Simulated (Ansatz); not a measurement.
# BaS: the cost of one run

Computed with Ansatz 0.2.0 (DFT r²SCAN, frozen-core PAW, scalar-relativistic unless said, unless a step's input says otherwise).

1 further run of the same task is left out (it didn't finish).

## Step 1: The system as given

The structure is cubic, space group Fm-3m (No. 225). The conventional cell has a = 6.388 Å, b = 6.388 Å, c = 6.388 Å, α = 90.00°, β = 90.00°, γ = 90.00°. Ba (site symmetry m-3m) has 6 S at 3.19 Å as nearest neighbours. Around S (site symmetry m-3m) lie 6 Ba at 3.19 Å.

Structure file:

```
CELL_PARAMETERS angstrom
0.00000 3.19375 3.19375
3.19375 0.00000 3.19375
3.19375 3.19375 0.00000
ATOMIC_POSITIONS crystal
Ba 0.00000 0.00000 0.00000
S 0.50000 0.50000 0.50000
```

Cartesian axes are those of the input's lattice vectors. The structure goes back to a database entry.

## Step 2: Cell and atoms relaxed, PAW

input.yaml reads:

```yaml
crystal:
  lattice:
    - [0.0, 3.19375, 3.19375]
    - [3.19375, 0.0, 3.19375]
    - [3.19375, 3.19375, 0.0]
  atoms:
    - { symbol: Ba, position: [0.0, 0.0, 0.0] }
    - { symbol: S, position: [0.5, 0.5, 0.5] }
kpoints:
  mp_grid: { grid: [12, 12, 12] }
scf:
  occupations: { method: fermi_dirac, width: 0.1 }
hamiltonian:
  xc: r2scan
  pseudopotentials: { kind: paw }
relax:
  f_tol: 0.002
  max_steps: 80
  cell: {}
output:
  forces: true
  stress: true
```

Started as:

```console
$ ansatz run input.yaml --threads 1 --pin off --max-ram 3072MiB --backend cpu --events-out ev --progress --plain --runs-dir out
```

What time and memory should one allow on 1 thread of AMD EPYC 9R45 (Zen 5), shared host?

About 9.8 s, with a peak of 0.66 GiB.
